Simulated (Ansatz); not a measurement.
# Ta2H: the cost of one run

Method: DFT PBE, scalar-relativistic, plane waves, PAW, in Ansatz 0.2.0.

### Step 1. Starting point

Symmetry: Cmcm, No. 63, orthorhombic system. The conventional cell has a = 8.930 Å, b = 5.119 Å, c = 4.815 Å, α = 90.00°, β = 90.00°, γ = 90.00°. Around Ta (site symmetry m) lie 7 Ta at 2.93 to 2.98 Å and 5 H at 2.94 to 3.00 Å. H (site symmetry m2m) has 10 Ta at 2.94 to 3.00 Å and 2 H at 2.95 Å as nearest neighbours.

Structure file:

```xyz
6
Lattice="4.4651 -2.5596 0.0000 4.4651 2.5596 0.0000 0.0000 0.0000 4.8147" Properties=species:S:1:pos:R:3 pbc="T T T"
Ta    5.9326    1.6893    3.6110
Ta    2.9976    1.6893    3.6110
Ta    5.9326   -1.6893    1.2037
Ta    2.9976   -1.6893    1.2037
H     4.4651   -0.8557    3.6110
H     4.4651    0.8557    1.2037
```

A structure generator made this guess: species swapped into a database cell of LiMg2 (Cmcm, No. 63), with H on the Li sites and Ta on the Mg sites. Lengths come from tabulated atomic sizes and are only a guess.

### Step 2. Probe: one point on a coarse mesh

input.yaml

```yaml
crystal:
  lattice:
    - [4.46507844, -2.55956931, 0.0]
    - [4.46507844, 2.55956931, 0.0]
    - [0.0, 0.0, 4.81473305]
  atoms:
    - { symbol: Ta, position: [0.33432944, 0.99433018, 0.75] }
    - { symbol: Ta, position: [0.00566982, 0.66567056, 0.75] }
    - { symbol: Ta, position: [0.99433018, 0.33432944, 0.25] }
    - { symbol: Ta, position: [0.66567056, 0.00566982, 0.25] }
    - { symbol: H, position: [0.66715838, 0.33284162, 0.75] }
    - { symbol: H, position: [0.33284162, 0.66715838, 0.25] }
basis:
  ecutwfc: 420
kpoints:
  mp_grid: { grid: [4, 4, 4] }
hamiltonian:
  xc: pbe
scf:
  occupations: { method: gaussian, width: 0.1 }
  lower_state_search: "off"
output:
  forces: true
  stress: true
  eigenvalues: true
```

Run with:

```sh
$ ansatz run input.yaml --threads 1 --pin off --max-ram 2560MiB --backend cpu --events-out ev --progress --plain --runs-dir out
```

**Question.** How long does this run take on 1 thread of Intel Xeon 6975P-C (Granite Rapids), shared host, and how much memory does it need?

About 1.8 s, with a peak of 0.42 GiB.
